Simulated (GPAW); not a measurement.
# TiSe (Pm-3m) in GPAW: convergence with plane-wave cutoff (eV)

Aim: find how far plane-wave cutoff (eV) must go before the results for TiSe settle, at LDA. This setting moves, with any that are tied to it; all else stays.

Program: GPAW 26.7.0. These are calculated values, not measurements. Logs are shortened: lines on timing, memory, paths and dates and some standing lists are left out, and cuts for length are marked. The log counts tension as positive stress, the text compression.

## 1. Starting point

Symmetry: Pm-3m, No. 221, cubic system. The conventional cell has a = 3.403 Å, b = 3.403 Å, c = 3.403 Å, α = 90.00°, β = 90.00°, γ = 90.00°. Around Ti (site symmetry m-3m) lie 8 Se at 2.95 Å. Around Se (site symmetry m-3m) lie 8 Ti at 2.95 Å.

The cell comes from a database or a generator and needn't be the stable form of this composition.

## 2. With plane-wave cutoff (eV) 200

run.py

```python
from ase import Atoms
from ase.dft.bandgap import bandgap
from ase.io import write
from ase.units import GPa
from gpaw import GPAW, PW

atoms = Atoms(['Ti', 'Se'],
              cell=[[3.40340081, 0.0, 0.0],
                    [0.0, 3.40340081, 0.0],
                    [0.0, 0.0, 3.40340081]],
              scaled_positions=[[0.0, 0.0, 0.0],
                                [0.5, 0.5, 0.5]],
              pbc=True)

calc = GPAW(mode=PW(200),
            xc='LDA',
            kpts={'size': (8, 8, 8), 'gamma': True},
            occupations={'name': 'fermi-dirac', 'width': 0.05},
            nbands=19,
            convergence={'density': 1e-05, 'energy': 1e-05},
            maxiter=100,
            txt='gpaw.txt')
atoms.calc = calc
energy = atoms.get_potential_energy()
forces = atoms.get_forces()
stress = atoms.get_stress()
calc.write('gs.gpw')
write('result.traj', atoms)
print(f'Energy: {energy:.6f} eV')
print('Forces (eV/A):')
print(forces.round(4))
print('Stress (GPa):', (stress / GPa).round(3))
print('Fermi level:', round(calc.get_fermi_level(), 4), 'eV')
print(f'Gap: {bandgap(calc)[0]:.4f} eV, direct: {bandgap(calc, direct=True)[0]:.4f} eV')
```

Potentials or basis: the program's PAW data sets (release 1.2.1) made for this functional, pw.

On the command line:

```
$ OMP_NUM_THREADS=1 python run.py
```

gpaw.txt:

```text
__  _  _
 | _ |_)|_||  |
 |__||  | ||/\| - 26.7.0

Input parameters:
  mode=PW(ecut=200.0),
  convergence={'density': 1e-05, 'energy': 1e-05},
  kpts=MonkhorstPack(size=(8, 8, 8), gamma=True),
  maxiter=100,
  nbands=19,
  occupations=Occupations(name='fermi-dirac', width=0.05),
  xc=XC(name='LDA')

Diagonalizing LCAO Hamiltonian
Converting LCAO to pw mode
   .-------.
  /|       |
 * |       |
 | |  Se   |
 | .-------.
 |/       /
 Ti------*

Atoms  # Å, Bohr magnetons
|   | symbol |        x |        y |        z |    initial magnetic moments |
|---|--------|----------|----------|----------|-----------------------------|
| 0 |     Ti | 0.000000 | 0.000000 | 0.000000 | ( 0.0000,  0.0000,  0.0000) |
| 1 |     Se | 1.701700 | 1.701700 | 1.701700 | ( 0.0000,  0.0000,  0.0000) |

Unit cell  # Å
| periodic |        x |        y |        z |  lengths |    angles |
|----------|----------|----------|----------|----------|-----------|
|      yes | 3.403401 | 0.000000 | 0.000000 | 3.403401 | 90.000000 |
|      yes | 0.000000 | 3.403401 | 0.000000 | 3.403401 | 90.000000 |
|      yes | 0.000000 | 0.000000 | 3.403401 | 3.403401 | 90.000000 |

Number of symmetries: 48
Symmetry operations  # r_c * U_cc + t_c -> r_c
|    | kind |            matrix            |
|----|------|------------------------------|
|  0 |  E   |  1, 0, 0,  0, 1, 0,  0, 0, 1 |
|  1 |  σ   |  1, 0, 0,  0, 1, 0,  0, 0,-1 |
|  2 |  σ   |  1, 0, 0,  0, 0, 1,  0, 1, 0 |
|  3 |  C4  |  1, 0, 0,  0, 0, 1,  0,-1, 0 |
|  4 |  C4  |  1, 0, 0,  0, 0,-1,  0, 1, 0 |
|  5 |  σ   |  1, 0, 0,  0, 0,-1,  0,-1, 0 |
|  6 |  σ   |  1, 0, 0,  0,-1, 0,  0, 0, 1 |
|  7 |  C2  |  1, 0, 0,  0,-1, 0,  0, 0,-1 |
|  8 |  σ   |  0, 1, 0,  1, 0, 0,  0, 0, 1 |
|  9 |  C2  |  0, 1, 0,  1, 0, 0,  0, 0,-1 |
| 10 |  C3  |  0, 1, 0,  0, 0, 1,  1, 0, 0 |
| 11 |  S6  |  0, 1, 0,  0, 0, 1, -1, 0, 0 |
| 12 |  S6  |  0, 1, 0,  0, 0,-1,  1, 0, 0 |
| 13 |  C3  |  0, 1, 0,  0, 0,-1, -1, 0, 0 |
| 14 |  C4  |  0, 1, 0, -1, 0, 0,  0, 0, 1 |
| 15 |  S4  |  0, 1, 0, -1, 0, 0,  0, 0,-1 |
| 16 |  C3  |  0, 0, 1,  1, 0, 0,  0, 1, 0 |
| 17 |  S6  |  0, 0, 1,  1, 0, 0,  0,-1, 0 |
[... 126 lines left out ...]

Reference energy: -89191.122700  # eV

eigensolver:
  PPCG
  Converge bands: occupied
  niter=2

density mixing:
  MSR1-Mixer
  Pratt-step length: 0.05
  Maximum mixing coefficient: 0.75
  Old densities: 10
  SVD Regularization: 0.005
  Good broyden scale: 1.0
  Trust region scale: 1.0
  Backstep threshold: 4.0
  History deletion threshold: 6.0
  Fourier metric: weight=20.0, sigma=0.015

occupation numbers:
  Fermi-Dirac:
    width: 0.0500  # eV

poisson solver:
  ecut: 1600.0  # eV

xc functional:
  name: None

convergence criteria:
- Maximum integral of absolute [dens]ity change: 1e-05 electrons / valence electron
- Maximum [total energy] change in last 3 cyles: 1e-05 eV / valence electron
- Maximum integral of absolute [eigenst]ate change: 4e-08 eV^2 / valence electron
maximum number of iterations: 100

SCF iterations
|iter     | |      energy | eigst |  dens |
|---------|-|-------------|-------|-------|
|iter:   1| |  -12.123887 | -0.90 |       |
|iter:   2| |  -12.075176 | -3.19 | -1.32 |
|iter:   3| |  -11.975769 | -2.45 | -1.37 |
|iter:   4| |  -11.972212 | -4.07 | -1.73 |
|iter:   5| |  -11.970568 | -4.16 | -2.00 |
|iter:   6| |  -11.970428 | -5.10 | -2.59 |
|iter:   7| |  -11.970421c| -7.20 | -3.73 |
|iter:   8| |  -11.970422c| -8.40c| -4.50 |
|iter:   9| |  -11.970422c| -9.46c| -5.35c|

Converged in 9 steps
Energy contributions relative to reference atoms: (reference = -89191.122700)

Energy contributions:
  Kinetic:         -14.917524
  Coulomb:          11.711630
  Zero:              1.311230
  External:          0.000000
  Xc:              -10.071756
  Entropy:          -0.008004
  Spinorbit:         0.000000
  ----------------------------
  Free energy:     -11.974424
  Extrapolated:    -11.970422

dipole moment: (-10.955018, -10.955018, -10.955018)  # |e|*Ang

Fermi level: 8.178
Eigenvalues  # (at kpt = [0.000, 0.000, 0.000])
| band index |      eig [eV] | occ [0-2] |
|------------|---------------|-----------|
|          0 |       -49.257 |     2.000 |
|        ... |               |           |
|          2 |       -25.748 |     2.000 |
|          3 |       -25.748 |     2.000 |
|          4 |        -6.640 |     2.000 |
|          5 |         6.477 |     2.000 |
|          6 |         6.477 |     2.000 |
|          7 |         6.477 |     2.000 |
[... 9 lines left out ...]
|         17 |        22.072 |     0.000 |
|         18 |        22.072 |     0.000 |

No gap
No difference between direct/indirect transitions

Forces  # eV/Ang
|        x |        y |        z |
|----------|----------|----------|
|  0.00000 |  0.00000 |  0.00000 |  # Ti   0
| -0.00000 | -0.00000 | -0.00000 |  # Se   1

Stress tensor  # eV/Ang^3
|        x |        y |        z |
|----------|----------|----------|
| 0.222916 | 0.000000 | 0.000000 |
| 0.000000 | 0.222916 | 0.000000 |
| 0.000000 | 0.000000 | 0.222916 |

# Writing to gs.gpw (mode='')
```

stdout:

```text
Energy: -11.970422 eV
Forces (eV/A):
[[ 0.  0.  0.]
 [-0. -0. -0.]]
Stress (GPa): [35.715 35.715 35.715  0.     0.     0.   ]
Fermi level: 8.1776 eV
Gap: 0.0000 eV, direct: 0.0000 eV
```

It took 2.9 s on 1 thread of Intel Xeon 6975P-C (Granite Rapids), shared host; peak memory 0.12 GiB.

Results:

| Quantity | Value |
| --- | --- |
| Free energy | -11.9744 eV |
| Pressure | -35.7 GPa |
| Band gap on the k mesh | none (metal or under the smearing width) |

## 3. With plane-wave cutoff (eV) 250

run.py: that of step 2 with these lines changed.

```diff
@@ -14,3 +14,3 @@
 
-calc = GPAW(mode=PW(200),
+calc = GPAW(mode=PW(250),
             xc='LDA',
```

Potentials or basis: the program's PAW data sets (release 1.2.1) made for this functional, pw.

On the command line:

```
$ OMP_NUM_THREADS=1 python run.py
```

Run time: 3.3 s. Hardware: 1 thread of Intel Xeon 6975P-C (Granite Rapids), shared host; peak memory 0.13 GiB.

What came out:

```
Free energy            : -12.4926 eV
Pressure               : -21.9 GPa
Band gap on the k mesh : none (metal or under the smearing width)
```

## 4. With plane-wave cutoff (eV) 300

run.py: that of step 3 with these lines changed.

```diff
@@ -14,3 +14,3 @@
 
-calc = GPAW(mode=PW(250),
+calc = GPAW(mode=PW(300),
             xc='LDA',
```

On the command line:

```
$ OMP_NUM_THREADS=1 python run.py
```

It took 3.6 s on 1 thread of Intel Xeon 6975P-C (Granite Rapids), shared host; peak memory 0.13 GiB.

What came out:

```yaml
Free_energy: -12.6222 eV
Pressure: -22.9 GPa
Band_gap_on_the_k_mesh: none (metal or under the smearing width)
```

## 5. With plane-wave cutoff (eV) 350

run.py: that of step 4 with these lines changed.

```diff
@@ -14,3 +14,3 @@
 
-calc = GPAW(mode=PW(300),
+calc = GPAW(mode=PW(350),
             xc='LDA',
```

On the command line:

```
$ OMP_NUM_THREADS=1 python run.py
```

It took 4.2 s on 1 thread of Intel Xeon 6975P-C (Granite Rapids), shared host; peak memory 0.13 GiB.

What came out:

```
Free energy            : -12.7649 eV
Pressure               : -22.7 GPa
Band gap on the k mesh : none (metal or under the smearing width)
```

## 6. With plane-wave cutoff (eV) 400

run.py: that of step 5 with these lines changed.

```diff
@@ -14,3 +14,3 @@
 
-calc = GPAW(mode=PW(350),
+calc = GPAW(mode=PW(400),
             xc='LDA',
```

Potentials or basis: the program's PAW data sets (release 1.2.1) made for this functional, pw.

On the command line:

```
$ OMP_NUM_THREADS=1 python run.py
```

Wall time 4.4 s (1 thread of Intel Xeon 6975P-C (Granite Rapids), shared host); peak memory 0.14 GiB.

What came out:

```
Free energy            : -12.8524 eV
Pressure               : -21.5 GPa
Band gap on the k mesh : none (metal or under the smearing width)
```

## 7. With plane-wave cutoff (eV) 500

run.py: that of step 6 with these lines changed.

```diff
@@ -14,3 +14,3 @@
 
-calc = GPAW(mode=PW(400),
+calc = GPAW(mode=PW(500),
             xc='LDA',
```

On the command line:

```
$ OMP_NUM_THREADS=1 python run.py
```

Wall time 6.8 s (1 thread of Intel Xeon 6975P-C (Granite Rapids), shared host); peak memory 0.14 GiB.

It converged, with:

```yaml
Free_energy: -12.8953 eV
Pressure: -20.6 GPa
Band_gap_on_the_k_mesh: none (metal or under the smearing width)
```

## 8. With plane-wave cutoff (eV) 600

run.py: that of step 7 with these lines changed.

```diff
@@ -14,3 +14,3 @@
 
-calc = GPAW(mode=PW(500),
+calc = GPAW(mode=PW(600),
             xc='LDA',
```

On the command line:

```
$ OMP_NUM_THREADS=1 python run.py
```

Run time: 6.5 s. Hardware: 1 thread of Intel Xeon 6975P-C (Granite Rapids), shared host; peak memory 0.15 GiB.

The run converged. Its results:

```yaml
Free_energy: -12.9170 eV
Pressure: -20.8 GPa
Band_gap_on_the_k_mesh: none (metal or under the smearing width)
```

## 9. With plane-wave cutoff (eV) 800

run.py: that of step 8 with these lines changed.

```diff
@@ -14,3 +14,3 @@
 
-calc = GPAW(mode=PW(600),
+calc = GPAW(mode=PW(800),
             xc='LDA',
```

Potentials or basis: the program's PAW data sets (release 1.2.1) made for this functional, pw.

On the command line:

```
$ OMP_NUM_THREADS=1 python run.py
```

It took 11 s on 1 thread of Intel Xeon 6975P-C (Granite Rapids), shared host; peak memory 0.17 GiB.

The run converged. Its results:

```yaml
Free_energy: -12.9528 eV
Pressure: -20.5 GPa
Band_gap_on_the_k_mesh: none (metal or under the smearing width)
```

## 10. With plane-wave cutoff (eV) 1000

run.py: that of step 9 with these lines changed.

```diff
@@ -14,3 +14,3 @@
 
-calc = GPAW(mode=PW(800),
+calc = GPAW(mode=PW(1000),
             xc='LDA',
```

On the command line:

```
$ OMP_NUM_THREADS=1 python run.py
```

Run time: 12 s. Hardware: 1 thread of Intel Xeon 6975P-C (Granite Rapids), shared host; peak memory 0.19 GiB.

Results (log left out):

```
Free energy            : -12.9599 eV
Pressure               : -20.4 GPa
Band gap on the k mesh : none (metal or under the smearing width)
```

## 11. Summary

```csv
plane-wave cutoff (eV),"energy less the tightest run, at zero smearing (meV/atom)",pressure (GPa),SCF cycles,CPU time (s),peak memory (GiB)
200,492.49,-35.72,9,2.9,0.12
250,233.65,-21.89,9,3.3,0.13
300,168.84,-22.93,9,3.6,0.13
350,97.47,-22.68,9,4.2,0.13
400,53.74,-21.51,9,4.4,0.14
500,32.30,-20.62,9,6.8,0.14
600,21.45,-20.77,9,6.5,0.15
800,3.58,-20.54,9,11,0.17
1000,0.00,-20.38,9,12,0.19
```

Not settled before the last step: the energy (to 1 meV/atom), the pressure (to 0.1 GPa). The tightest run that finished is the yardstick and may itself not be fully converged.

Caveats: so large a pressure means that the cell lies far from this level's equilibrium, or that cutoff or potentials fall short.
